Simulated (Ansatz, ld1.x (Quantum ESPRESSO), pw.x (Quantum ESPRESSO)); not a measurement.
# pw.x on bcc Cl: one setting changed

Potential: norm-conserving Troullier–Martins (Kleinman–Bylander form), ld1.x (Quantum ESPRESSO) 7.5, PBE; core [Ne], reference 3s2 3p5; waves: 3p (bound): rc 1.45 bohr; 3d channel at 0.05 Ry: rc 1.06 bohr; 3s (bound): rc 1.30 bohr; local part: the s channel; core correction: a·sin(br)/r model core, default radius (core density twice the valence density).

The reference run (k-mesh 13³, cutoffs 100/400 Ry, Fermi–Dirac 0.01 Ry, mixing_beta 0.4, conv_thr 1e-9, no spin) gives -0.14 GPa at 21.926 Å³/atom, where all-electron LAPW gives -0.18 GPa. This run, with its own iteration cap, changes k-mesh points per axis to 3.

```
&control
  calculation='scf', prefix='x', pseudo_dir='./', outdir='./tmp', tstress=.true., disk_io='none'
/
&system
  ibrav=0, nat=1, ntyp=1, ecutwfc=100, ecutrho=400, nbnd=11,
  occupations='smearing', smearing='fd', degauss=0.01
/
&electrons
  conv_thr=1e-09, mixing_beta=0.4, electron_maxstep=70
/
ATOMIC_SPECIES
Cl 1.0 Cl.UPF
CELL_PARAMETERS angstrom
  -1.76319281 1.76319281 1.76319281
  1.76319281 -1.76319281 1.76319281
  1.76319281 1.76319281 -1.76319281
ATOMIC_POSITIONS crystal
Cl 0.0000 0.0000 0.0000
K_POINTS automatic
3 3 3 0 0 0
```

```bash
pw.x < Cl.scf.in > Cl.scf.out
```

**Question.** How does the run end?

**Answer.** It converges in 5 iterations; the free energy moves by -145.9 meV/atom and the pressure by -0.92 GPa.

```
Message from routine setup:
     using ibrav=0 with symmetry is DISCOURAGED, use correct ibrav instead
     lattice parameter (alat)  =       5.7711  a.u.
     unit-cell volume          =     147.9640 (a.u.)^3
     number of electrons       =         7.00
     number of Kohn-Sham states=           11
     kinetic-energy cutoff     =     100.0000  Ry
     charge density cutoff     =     400.0000  Ry
     scf convergence threshold =      1.0E-09
     Exchange-correlation= PBE
     number of k points=     4  Fermi-Dirac smearing, width (Ry)=  0.0100
     iteration #  1     ecut=   100.00 Ry     beta= 0.40
     total energy              =     -33.62268063 Ry
     estimated scf accuracy    <       0.00018696 Ry
     iteration #  2     ecut=   100.00 Ry     beta= 0.40
     total energy              =     -33.62274315 Ry
     estimated scf accuracy    <       0.00005393 Ry
     iteration #  3     ecut=   100.00 Ry     beta= 0.40
     total energy              =     -33.62275468 Ry
     estimated scf accuracy    <       0.00000389 Ry
     iteration #  4     ecut=   100.00 Ry     beta= 0.40
     total energy              =     -33.62275543 Ry
     estimated scf accuracy    <       0.00000002 Ry
     iteration #  5     ecut=   100.00 Ry     beta= 0.40
     the Fermi energy is     3.1257 ev
!    total energy              =     -33.62275544 Ry
     estimated scf accuracy    <          7.0E-10 Ry
     smearing contrib. (-TS)   =      -0.00655161 Ry
     The total energy is F=E-TS. E is the sum of the following terms:
     one-electron contribution =      -0.75235303 Ry
     hartree contribution      =       3.61121450 Ry
     xc contribution           =      -9.71560645 Ry
     ewald contribution        =     -26.75945886 Ry
     convergence has been achieved in   5 iterations
          total   stress  (Ry/bohr**3)                   (kbar)     P=      -10.61
     Message from routine punch:
     Nothing written, as per user request (disk_io='none')
```

The run took about 1.6 s on one core of a shared host (Neoverse-V1, 64 threads, 495 GiB, load 21).
